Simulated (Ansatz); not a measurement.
# Sc (P-1) in Ansatz: convergence with wavefunction cutoff

Aim: find how far wavefunction cutoff must go before the results for Sc settle, at r2SCAN. This setting moves, with any that are tied to it; all else stays.

All numbers are computed with Ansatz 0.2.0; they aren't measurements. Logs are shortened: lines on timing, memory, paths and dates and some standing lists are left out, and cuts for length are marked.

## (1) The cell of the first run

The typed cell holds 2 atoms: a = 3.309 Å, b = 3.309 Å, c = 5.273 Å, α = 90.00°, β = 90.00°, γ = 120.00°.

The cell isn't the ideal one: atoms moved at random, drawn with an rms of 0.05 Å.

## (2) With wavefunction cutoff 400 eV

File input.yaml:

```yaml
crystal:
  lattice:
    - [3.309, 0.0, 0.0]
    - [-1.6545, 2.8656780611, 0.0]
    - [0.0, 0.0, 5.2733]
  atoms:
    - { symbol: Sc, position: [0.669186, 0.323933, 0.746307] }
    - { symbol: Sc, position: [0.335124, 0.665779, 0.246899] }
hamiltonian:
  xc: r2scan
  pseudopotentials: { kind: paw, source: jth }
kpoints:
  mp_grid: { grid: [7, 7, 4] }
scf:
  occupations: { method: fermi_dirac, width: 0.1 }
output:
  forces: true
  stress: true
  eigenvalues: true
basis:
  ecutwfc: "400 eV"
```

Potentials or basis: JTH PAW.

Launch:

```
$ ansatz run input.yaml --threads 2 --pin off --max-ram 5632MiB --backend cpu --events-out ev --progress --plain --runs-dir out
```

Wall time 8.4 s (2 threads of Intel Xeon at 2.50GHz (Skylake/Cascade Lake), shared host); peak memory 0.43 GiB.

Results:

```yaml
Free_energy: -4280.6116 eV
Pressure: 0.1 GPa
Largest_force: 0.044 eV/Å
Band_gap_on_the_k_mesh: none (metal or under the smearing width)
```

## (3) With wavefunction cutoff 500 eV

Changes to input.yaml since step 2:

```diff
@@ -20,2 +20,2 @@
 basis:
-  ecutwfc: "400 eV"
+  ecutwfc: "500 eV"
```

Potentials or basis: JTH PAW.

Launch:

```
$ ansatz run input.yaml --threads 2 --pin off --max-ram 5632MiB --backend cpu --events-out ev --progress --plain --runs-dir out
```

Run time: 11 s. Hardware: 2 threads of Intel Xeon at 2.50GHz (Skylake/Cascade Lake), shared host; peak memory 0.48 GiB.

Results:

- Free energy: -4280.6256 eV
- Pressure: 0.1 GPa
- Largest force: 0.044 eV/Å
- Band gap on the k mesh: none (metal or under the smearing width)

## (4) With wavefunction cutoff 600 eV

Changes to input.yaml since step 3:

```diff
@@ -20,2 +20,2 @@
 basis:
-  ecutwfc: "500 eV"
+  ecutwfc: "600 eV"
```

Launch:

```
$ ansatz run input.yaml --threads 2 --pin off --max-ram 5632MiB --backend cpu --events-out ev --progress --plain --runs-dir out
```

It took 13 s on 2 threads of Intel Xeon at 2.50GHz (Skylake/Cascade Lake), shared host; peak memory 0.53 GiB.

Results:

```
Free energy            : -4280.6289 eV
Pressure               : 0.0 GPa
Largest force          : 0.044 eV/Å
Band gap on the k mesh : none (metal or under the smearing width)
```

## (5) With wavefunction cutoff 700 eV

Changes to input.yaml since step 4:

```diff
@@ -20,2 +20,2 @@
 basis:
-  ecutwfc: "600 eV"
+  ecutwfc: "700 eV"
```

Launch:

```
$ ansatz run input.yaml --threads 2 --pin off --max-ram 5632MiB --backend cpu --events-out ev --progress --plain --runs-dir out
```

Wall time 17 s (2 threads of Intel Xeon at 2.50GHz (Skylake/Cascade Lake), shared host); peak memory 0.61 GiB.

What came out:

```
Free energy            : -4280.6340 eV
Pressure               : 0.0 GPa
Largest force          : 0.044 eV/Å
Band gap on the k mesh : none (metal or under the smearing width)
```

## (6) With wavefunction cutoff 850 eV

Changes to input.yaml since step 5:

```diff
@@ -20,2 +20,2 @@
 basis:
-  ecutwfc: "700 eV"
+  ecutwfc: "850 eV"
```

Potentials or basis: JTH PAW.

Launch:

```
$ ansatz run input.yaml --threads 2 --pin off --max-ram 5632MiB --backend cpu --events-out ev --progress --plain --runs-dir out
```

Run time: 23 s. Hardware: 2 threads of Intel Xeon at 2.50GHz (Skylake/Cascade Lake), shared host; peak memory 0.68 GiB.

The run converged. Its results:

- Free energy: -4280.6373 eV
- Pressure: 0.0 GPa
- Largest force: 0.044 eV/Å
- Band gap on the k mesh: none (metal or under the smearing width)

## (7) With wavefunction cutoff 1000 eV

Changes to input.yaml since step 6:

```diff
@@ -20,2 +20,2 @@
 basis:
-  ecutwfc: "850 eV"
+  ecutwfc: "1000 eV"
```

Launch:

```
$ ansatz run input.yaml --threads 2 --pin off --max-ram 5632MiB --backend cpu --events-out ev --progress --plain --runs-dir out
```

It took 27 s on 2 threads of Intel Xeon at 2.50GHz (Skylake/Cascade Lake), shared host; peak memory 0.81 GiB.

It converged, with:

| Quantity | Value |
| --- | --- |
| Free energy | -4280.6390 eV |
| Pressure | 0.0 GPa |
| Largest force | 0.044 eV/Å |
| Band gap on the k mesh | none (metal or under the smearing width) |

## (8) With wavefunction cutoff 1200 eV

Changes to input.yaml since step 7:

```diff
@@ -20,2 +20,2 @@
 basis:
-  ecutwfc: "1000 eV"
+  ecutwfc: "1200 eV"
```

Launch:

```
$ ansatz run input.yaml --threads 2 --pin off --max-ram 5632MiB --backend cpu --events-out ev --progress --plain --runs-dir out
```

Run time: 32 s. Hardware: 2 threads of Intel Xeon at 2.50GHz (Skylake/Cascade Lake), shared host; peak memory 0.93 GiB.

It converged, with:

```
Free energy            : -4280.6402 eV
Pressure               : 0.0 GPa
Largest force          : 0.044 eV/Å
Band gap on the k mesh : none (metal or under the smearing width)
```

## (9) With wavefunction cutoff 1400 eV

Changes to input.yaml since step 8:

```diff
@@ -20,2 +20,2 @@
 basis:
-  ecutwfc: "1200 eV"
+  ecutwfc: "1400 eV"
```

Potentials or basis: JTH PAW.

Launch:

```
$ ansatz run input.yaml --threads 2 --pin off --max-ram 5632MiB --backend cpu --events-out ev --progress --plain --runs-dir out
```

Wall time 42 s (2 threads of Intel Xeon at 2.50GHz (Skylake/Cascade Lake), shared host); peak memory 1.2 GiB.

Results (log left out):

```yaml
Free_energy: -4280.6412 eV
Pressure: 0.0 GPa
Largest_force: 0.044 eV/Å
Band_gap_on_the_k_mesh: none (metal or under the smearing width)
```

## (10) With wavefunction cutoff 1700 eV

Changes to input.yaml since step 9:

```diff
@@ -20,2 +20,2 @@
 basis:
-  ecutwfc: "1400 eV"
+  ecutwfc: "1700 eV"
```

Potentials or basis: JTH PAW.

Launch:

```
$ ansatz run input.yaml --threads 2 --pin off --max-ram 5632MiB --backend cpu --events-out ev --progress --plain --runs-dir out
```

The log of the run:

```text
Warning: the checks of this Sc dataset prove no rule for summing its radial tables, as where they were carried onto another mesh than they were made on, and Gregory's rule is taken, under which a leading mesh point left out moves its sums only by what lay on the interval it spanned. That does not make them correct, and they differ from Quantum ESPRESSO's on this file; a re-export a fraction of a mesh step off can move them. hamiltonian.pseudopotentials.radial_quadrature: simpson_from_first_knot sums it by `pw.x`'s rule; on a PAW file no value gives `pw.x`'s numbers. What more to know: hamiltonian.pseudopotentials.radial_quadrature, in the input reference
Warning: RAYON_NUM_THREADS=2 ignored (pool sized by the plan → 2); use --threads N
Engine: ansatz 0.2.0, x86_64-unknown-linux-gnu
Pseudopotentials: kind: paw
Pseudopotential: Sc, paw, valence charge 11, recommended cutoff 1350 eV (normal), Sc.paw.azcp
Functional definition: r2SCAN
  parameter k0 = 0.174
  parameter k1 = 0.065
  parameter a1 = 4.9479
  exchange = r2scan_x(k0 = k0, k1 = k1, a1 = a1)
  correlation = r2scan_c
Crystal: 2 atoms, lattice volume = 50.004 Å³
Basis set: ecut = 1700 eV, 7943 PW (Γ), exchange–correlation on 180×180×288 points (64 copies of the dense FFT grid, shifted against one another)
Bands: 15, of which v1, the nominal top of the filled ones, is band 11 counted from 1 (10 counted from 0)
Symmetry: 2 space group operations
Space group: P-1 (ITA 2), of the structure as read, at distance tolerance 3.7e-5 Å
k-points: 99 of 196
Non-local potential: Sc, projectors of the file, l = 0: 2, l = 1: 2, l = 2: 2
PAW form: soft (Blöchl's): semilocal exchange-correlation on the pseudo side does not see the compensation charge
PAW frozen core: Sc, regenerated for the run's functional (the file was generated under x = pbe(κ = 0.804, μ = 0.2195149727645171), c = pbe(β = 0.06672455060314922))
PAW one-centre angular grid: Sc, 590 points (default); XC on 160 Gauss nodes
Initial density: superposition of atomic densities (chi_scale 0.1, normalization cell)
Initial wavefunctions: pseudopotential atomic-orbital guess
Functional: x = r2scan, c = r2scan; τ floored in thin density (d = 2e-4 eV/Å³)
iter 1 solved again at ethr=2.90e-3 eV; its pass at ethr=3.10e-3 eV (dr2=6.38e-1 eV) is discarded
SCF iter   1: F=—  HF=-4280.690230 eV  |F-HF|=—  |Δ(HF+E_count)|=         —  Δρ=3.21e-2  dr2=6.41e-1  dr2_τ=1.72e-2  ethr=2.90e-3  ⟨swp⟩=1.0  Hψ=9394  notcnv=0
preconditioner: auto → none  [metal: Δε(μ)=0.072 eV  Ē_g=2.985 eV  σ=0.100 eV  W_gap=0.18  n_scr=8 (ndim 8)  ℏωp=12.9 eV  f_vac=0.000  D(μ)=3.76/eV (n_scr^D=36)  sad-step TF]
SCF iter   2: F=—  HF=-4280.666891 eV  |F-HF|=—  |Δ(HF+E_count)|=   2.33e-2  Δρ=1.64e-2  dr2=1.90e-1  dr2_τ=2.21e-3  ethr=2.90e-3  ⟨swp⟩=2.5  Hψ=2385  notcnv=0
SCF iter   3: F=—  HF=-4280.639442 eV  |F-HF|=—  |Δ(HF+E_count)|=   2.74e-2  Δρ=3.79e-3  dr2=4.87e-3  dr2_τ=3.06e-4  ethr=8.62e-4  ⟨swp⟩=3.8  Hψ=3023  notcnv=0
SCF iter   4: F=—  HF=-4280.641992 eV  |F-HF|=—  |Δ(HF+E_count)|=   2.55e-3  Δρ=5.90e-4  dr2=2.28e-4  dr2_τ=1.41e-6  ethr=2.21e-5  ⟨swp⟩=2.9  Hψ=3228  notcnv=0
SCF iter   5: F=—  HF=-4280.642121 eV  |F-HF|=—  |Δ(HF+E_count)|=   1.29e-4  Δρ=3.56e-4  dr2=2.44e-4  dr2_τ=1.24e-6  ethr=1.03e-6  ⟨swp⟩=2.0  Hψ=2248  notcnv=0
SCF iter   6: F=—  HF=-4280.642082 eV  |F-HF|=—  |Δ(HF+E_count)|=   3.89e-5  Δρ=1.38e-4  dr2=1.16e-5  dr2_τ=4.01e-7  ethr=1.03e-6  ⟨swp⟩=2.0  Hψ=1801  notcnv=0
SCF iter   7: F=—  HF=-4280.642088 eV  |F-HF|=—  |Δ(HF+E_count)|=   5.73e-6  Δρ=1.08e-5  dr2=1.92e-7  dr2_τ=9.75e-9  ethr=5.29e-8  ⟨swp⟩=2.2  Hψ=1997  notcnv=0
SCF iter   8: F=-4280.642088 eV  HF=-4280.642088 eV  |F-HF|=8.52e-10  |Δ(HF+E_count)|=   2.97e-8  Δρ=2.23e-6  dr2=5.28e-9  dr2_τ=2.05e-10  ethr=4.55e-10  ⟨swp⟩=6.1  Hψ=7726  notcnv=0
SCF 1 converged in 8 iterations: F = -4280.642088 eV  dr2 = 5.28e-9
SCF converged after 8 iterations
Free energy (F): -4280.642088 eV
Harris-Foulkes:  -4280.642088 eV  (|F-HF|=8.52e-10)
Internal energy: -4280.522109 eV  (E = F + TS)
E sigma→0 (E₀):  -4280.582098 eV
Entropy (-TS):   -0.119979 eV (-59.989 meV/atom)
Fermi energy:    8.993715 eV
--- Per-component energies (eV) ---
  E_band       = -366.373139
  E_kinetic    = 356.748968
  E_local      = -2070.213160  (includes V_loc(G=0)·N_el)
  E_nonlocal   = 708.845774
  E_hartree    = 611.434297
  E_xc         = -166.687172
  E_vxc        = -237.615845  (∫ρ·V_xc dr)
  E_paw        = -1999.399156  (= ΣΔE_a)
  E_vpaw       = -361.070227  (= ΣTr[D̂ρ^β])
  E_aug_tail   = -0.000003  (compensation charges beyond the density's cutoff)
  E_vtau       = 14.062476  (kinetic-family band-sum trace: ∫τ·v_τ [+ j·A + Jᵃ·Aᵃ] dr)
  E_ewald      = -1720.776110
  E_core_change = -0.475546  (= ΣΔE_core)
  E_smearing   = -0.119979  (= −TS)
  E_closure    = 0.000000  (closes the sum)
  Σ components = -4280.642088   (vs F -4280.642088, Δ=0.00e0)
--- Forces (eV/Å), atoms counted from 1 ---
  atom   1  Sc    -0.02325961     0.03527359     0.01262742
  atom   2  Sc     0.02325961    -0.03527359    -0.01262742
  max |Σ_I F_I| component: 0.00e0 eV/Å
--- Stress (GPa, compression-positive) ---
        0.340707       0.115897      -0.000716
        0.115897       0.675991       0.001063
       -0.000716       0.001063      -0.940664
  P = ⅓ Tr σ = 0.0253 GPa (0.253 kbar)
--- Band table (eV; the first three rows and the last of 99) ---
  k-point 0: bands = ["-42.5766", "-42.5133", "-20.4055", "-20.0621", "-20.0575", "-20.0034", "-20.0010", "-19.9940", "3.5232", "7.2839", "9.2505", "10.7975", "10.8153", "10.9292", "11.2312"]
  k-point 1: bands = ["-42.5674", "-42.5226", "-20.3469", "-20.0567", "-20.0528", "-20.0493", "-20.0114", "-20.0099", "3.9418", "6.5327", "9.4273", "10.6493", "10.6983", "10.7039", "11.0257"]
  k-point 2: bands = ["-42.5454", "-42.5448", "-20.2046", "-20.2020", "-20.0319", "-20.0313", "-20.0307", "-20.0302", "5.0837", "5.0863", "9.9938", "10.0097", "10.7423", "10.7429", "10.7612"]
  k-point 98: bands = ["-42.5255", "-42.5042", "-20.3225", "-20.2728", "-20.1770", "-20.1412", "-20.0830", "-20.0524", "6.5627", "8.0284", "8.8168", "9.0471", "10.1662", "10.4530", "10.9188"]
```

Wall time 54 s (2 threads of Intel Xeon at 2.50GHz (Skylake/Cascade Lake), shared host); peak memory 1.3 GiB.

Results:

- Free energy: -4280.6421 eV
- Pressure: 0.0 GPa
- Largest force: 0.044 eV/Å
- Band gap on the k mesh: none (metal or under the smearing width)

## (11) Summary

| wavefunction cutoff | energy less the tightest run, at zero smearing (meV/atom) | pressure (GPa) | SCF cycles | CPU time (s) | peak memory (GiB) |
| --- | --- | --- | --- | --- | --- |
| 400 eV | 15.24 | 0.08 | 8 | 16 | 0.43 |
| 500 eV | 8.23 | 0.05 | 8 | 22 | 0.48 |
| 600 eV | 6.57 | 0.04 | 8 | 25 | 0.53 |
| 700 eV | 4.03 | 0.02 | 8 | 33 | 0.61 |
| 850 eV | 2.39 | 0.02 | 8 | 45 | 0.68 |
| 1000 eV | 1.52 | 0.01 | 8 | 52 | 0.81 |
| 1200 eV | 0.96 | 0.02 | 8 | 62 | 0.93 |
| 1400 eV | 0.43 | 0.02 | 8 | 81 | 1.2 |
| 1700 eV | 0.00 | 0.03 | 8 | 100 | 1.3 |

Against the tightest run, the energy stays within 1 meV/atom from 1200 eV on; the pressure stays within 0.1 GPa from 400 eV on. The tightest run that finished is the yardstick and may itself not be fully converged.
